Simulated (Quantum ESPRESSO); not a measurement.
Runs of Quantum ESPRESSO 7.5 on TaN. The structure is cubic, space group Fm-3m (No. 225). Conventional cell: a = 4.423 Å, b = 4.423 Å, c = 4.423 Å, α = 90.00°, β = 90.00°, γ = 90.00°. Ta (site symmetry m-3m) is surrounded by 6 N at 2.21 Å. Around N (site symmetry m-3m) lie 6 Ta at 2.21 Å. The cell comes from a database or a generator and needn't be the stable form of this composition.

| task | level | potentials or basis | U | cell | cutoff (eV) | hubbard projectors | mixing beta | dos occupations | most ionic steps | forc conv thr | gap on the mesh (eV) | pressure (GPa) |
| --- | --- | --- | --- | --- | --- | --- | --- | --- | --- | --- | --- | --- |
| projected density of states | PBEsol+U | GBRV 1.5 PBEsol | Ta d U = 6 eV | as given | 762 | ortho-atomic | 0.3 | tetrahedra_opt | - | - | none | -4.9 |
| projected density of states | PBEsol+U | GBRV 1.5 PBEsol | Ta d U = 2 eV | as given | 762 | ortho-atomic | 0.3 | tetrahedra_opt | - | - | none | -9.1 |
| projected density of states | PBEsol+U | GBRV 1.5 PBEsol | Ta d U = 4 eV | as given | 762 | ortho-atomic | 0.3 | tetrahedra_opt | - | - | none | (a) |
| relaxation of cell and atoms | PBE | PseudoDojo 0.4.1 SR PBE standard | - | relaxed to 0.3 kbar | 1143 | - | 0.5 | - | 40 | 0.0004 Ry/bohr | none | 0.0 |
| projected density of states | PBEsol+U | GBRV 1.5 PBEsol | Ta d U = 8 eV | as given | 762 | ortho-atomic | 0.3 | tetrahedra_opt | - | - | none | (b) |
| relaxation of cell and atoms | PBE+D3 | PseudoDojo 0.4.1 SR PBE standard | - | relaxed to 0.3 kbar | 1143 | - | 0.5 | - | 40 | 0.0004 Ry/bohr | none | 0.0 |
| projected density of states | PBEsol | GBRV 1.5 PBEsol | - | as given | 762 | ortho-atomic | 0.5 | tetrahedra_opt | - | - | none | -10.8 |
| band structure | PBEsol | PseudoDojo 0.4.1 SR PBE standard | - | as given | 1143 | - | 0.5 | - | - | - | none | -10.1 |

Alike in all rows: no spin polarisation; k mesh 10 × 10 × 10; smearing fermi-dirac 0.05 eV.

Task: Fill in the values left out.

Result: (a) -7.1; (b) -2.4.

Caveats: U without spin polarisation on a metal has little footing (some runs); pairwise dispersion overbinds metals, which lowers pressure and volume (some runs); the potentials were made for another functional, which shifts forces and pressure (some runs); spin-orbit coupling is left out, which moves the levels of the heavy elements (some runs).

A k mesh can miss the band edges, and the runs leave out spin-orbit coupling on Ta.

A gap of «none» marks a metal or a gap under the smearing width.
